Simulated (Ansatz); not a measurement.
A plane-wave DFT run in Ansatz 0.2.0 (scalar-relativistic PAW potentials unless the input names others): input and command.

```yaml
crystal:
  lattice:
    - [1.7834, -1.7834, 0.0]
    - [1.7834, 0.0, -1.7834]
    - [10.10581444, 5.64749278, 5.64749278]
  atoms:
    - { symbol: C, position: [0.4409534733, 0.4409534733, 0.2708666667] }
    - { symbol: C, position: [-0.08682986, -0.08682986, 0.1042] }
    - { symbol: C, position: [-0.0312631933, -0.0312631933, 0.4375333333] }
    - { symbol: C, position: [0.0243034733, 0.0243034733, 0.7708666667] }
    - { symbol: C, position: [0.49652014, 0.49652014, 0.6042] }
    - { symbol: C, position: [-0.4479131933, -0.4479131933, 0.9375333333] }
    - { symbol: C, position: [0.3367909733, 0.3367909733, 0.3958666667] }
    - { symbol: C, position: [0.80900764, 0.80900764, 0.2292] }
    - { symbol: C, position: [-0.1354256933, -0.1354256933, 0.5625333333] }
    - { symbol: C, position: [-0.0798590267, -0.0798590267, 0.8958666667] }
    - { symbol: C, position: [-0.60764236, -0.60764236, 0.7292] }
    - { symbol: C, position: [0.2812243067, 0.2812243067, 0.0625333333] }
basis:
  ecutwfc: 420
kpoints:
  mp_grid: { grid: [10, 10, 2] }
hamiltonian:
  xc: lda
scf:
  occupations: { method: cold, width: 0.1 }
output:
  forces: true
  eigenvalues: true
  stress: true
```

```bash
ansatz run input.yaml --threads 2 --pin off --max-ram 5120MiB --backend cpu --events-out ev --progress --plain --runs-dir out
```

Abridged log:
```
Basis set: ecut = 420 eV, 1347 PW (Γ)
Bands: 36, of which v1, the nominal top of the filled ones, is band 24 counted from 1 (23 counted from 0)
Symmetry: 4 space group operations
k-points: 62 of 200
SCF iter   1: F=—  HF=-2913.912189 eV  |F-HF|=—  |Δ(HF+E_count)|=         —  Δρ=8.08e-3  dr2=2.58e-2  ethr=1.77e-3  ⟨swp⟩=5.9  Hψ=10303  notcnv=0  defer=78
SCF iter   2: F=—  HF=-2913.905087 eV  |F-HF|=—  |Δ(HF+E_count)|=   7.10e-3  S|Δr|=   3.60e-8  Δρ=3.62e-3  dr2=3.29e-3  ethr=5.38e-5  ⟨swp⟩=2.7  Hψ=3942  notcnv=0  defer=105
SCF iter   3: F=—  HF=-2913.904212 eV  |F-HF|=—  |Δ(HF+E_count)|=   8.75e-4  S|Δr|=   3.32e-9  Δρ=9.21e-4  dr2=3.89e-4  ethr=6.86e-6  ⟨swp⟩=2.5  Hψ=2964  notcnv=0  defer=37
automatic band count: iteration 3 solves 34 bands in place of 36: the levels show a gap, and the empty bands left out lie too high to hold charge; the band table lists the bands solved (type scf.n_extra_bands for more)
SCF iter   4: F=—  HF=-2913.904107 eV  |F-HF|=—  |Δ(HF+E_count)|=   1.05e-4  S|Δr|=   1.24e-8  Δρ=1.01e-4  dr2=4.05e-6  ethr=8.11e-7  ⟨swp⟩=2.0  Hψ=2727  notcnv=0  defer=37
SCF iter   5: F=—  HF=-2913.904109 eV  |F-HF|=—  |Δ(HF+E_count)|=   2.43e-6  S|Δr|=  5.94e-10  Δρ=2.45e-5  dr2=1.84e-7  ethr=8.43e-9  ⟨swp⟩=2.1  Hψ=3256  notcnv=0  defer=37
SCF iter   6: F=-2913.904109 eV  HF=-2913.904109 eV  |F-HF|=1.43e-8  |Δ(HF+E_count)|=   1.31e-8  S|Δr|=  8.92e-11  Δρ=6.56e-6  dr2=2.24e-8  ethr=2.08e-10  ⟨swp⟩=9.3  Hψ=9006  notcnv=0
SCF 1 converged in 6 iterations: F = -2913.904109 eV  dr2 = 2.24e-8
SCF converged after 6 iterations
Stability not checked: this state was not tested for a lower state beside it, because cold or Methfessel-Paxton smearing, or corrected tetrahedra, fill the levels in a way that the test cannot read (fill_not_monotonic; see scf.lower_state_search)
Free energy (F): -2913.904109 eV
F+E_penalty+E_count: -2913.904109 eV  (lagrangian_ev)
Harris-Foulkes:  -2913.904109 eV  (|F-HF|=1.43e-8)
Internal energy: -2913.904109 eV  (E = F + TS)
E sigma→0 (E₀):  -2913.904109 eV
Fermi energy:    13.928774 eV
Step filling:    the computed levels leave a gap of 0.7527 eV = 7.5 smearing widths at the electron count; against every level under it full and every level over it empty, smearing changes F+E_penalty+E_count by +1.81e-9 meV and its σ→0 estimate by -1.33e-7 meV
--- Forces (eV/Å), atoms counted from 1 ---
  atom   1  C     -0.01992263     0.00710851     0.00710851
  atom   2  C     -0.15680913     0.31766699     0.31766699
  atom   3  C     -0.00673103     0.00139441     0.00139441
  atom   4  C     -0.39732594     0.06598555     0.06598555
  atom   5  C     -0.04105957     0.01321477     0.01321477
  atom   6  C     -4.18306567     1.44355927     1.44355927
  atom   7  C      0.04105957    -0.01321477    -0.01321477
  atom   8  C      0.39732594    -0.06598555    -0.06598555
  atom   9  C      0.00673103    -0.00139441    -0.00139441
  atom  10  C      0.15680913    -0.31766699    -0.31766699
  atom  11  C      0.01992263    -0.00710851    -0.00710851
  atom  12  C      4.18306567    -1.44355927    -1.44355927
--- Stress (GPa, compression-positive) ---
        2.858241       9.602942       9.602942
        9.602942     -20.286008     -10.209657
        9.602942     -10.209657     -20.286008
  P = ⅓ Tr σ = -12.5713 GPa (-125.713 kbar)
```

Apart from outputs and empty bands, the input differs from a reference run on usual settings in scf.occupations.method: "gaussian" → "cold"; scf.occupations.width: 0.05 → 0.1. The reference, at the same geometry (not necessarily relaxed), gave pressure -12.57 GPa, largest force 4.655 eV/Å, gap on the mesh 0.75 eV. This run converged in 6 SCF iterations (reference: 6) with an energy at zero smearing within 0.01 meV/atom of the reference's, pressure -12.57 GPa, largest force 4.655 eV/Å, gap on the mesh 0.75 eV.

It took 2.3 s on 2 threads of Intel(R) Xeon(R) 6975P-C (Granite Rapids) (shared host), peak memory 0.42 GiB.